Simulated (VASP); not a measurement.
**Ga3Se: equation of state with PBEsol**

The system is Ga3Se.

```
Se Ga
1.0
     4.43246    0.00000    0.00000
     0.00000    4.43246    0.00000
     0.00000    0.00000    4.43246
Se Ga
1 3
Direct
  0.00000 0.00000 0.00000
  0.50000 0.50000 0.00000
  0.50000 0.00000 0.50000
  0.00000 0.50000 0.50000
```

The cell comes from a database or a generator and needn't be the stable form of this composition.

```
Program                : VASP 6.6.1
Task                   : equation of state
Functional             : PBEsol
Potentials or basis    : VASP PAW PBE potentials, release 64 (Se, Ga_d)
Cutoff                 : 520 eV
k mesh                 : 6 × 6 × 6
Occupations            : fermi-dirac, width 0.05 eV
Spin                   : no spin polarisation
Ladder                 : free
Further INCAR settings : ALGO = Normal; EDIFF = 1e-07; NBANDS = 30
```

| Property | Result |
| --- | --- |
| Equilibrium volume | 19.97 Å³/atom (rough: see the caveat) |
| Bulk modulus | 51 GPa (rough) |

Energy against volume, from the lowest point:
| volume (Å³/atom) | energy (meV/atom) |
| --- | --- |
| 20.465 | 0.00 |
| 20.900 | 4.45 |
| 21.335 | 11.18 |
| 21.771 | 19.92 |
| 22.206 | 30.42 |
| 22.642 | 42.45 |
| 23.077 | 55.83 |

All runs of the series together: 3.6 min on 1 thread of AMD EPYC 9R45 96-Core Processor (Zen 5) (shared host).

Caveat: the minimum lies outside the volumes run; the PAW data sets were made with another functional, which shifts forces and pressure a little.
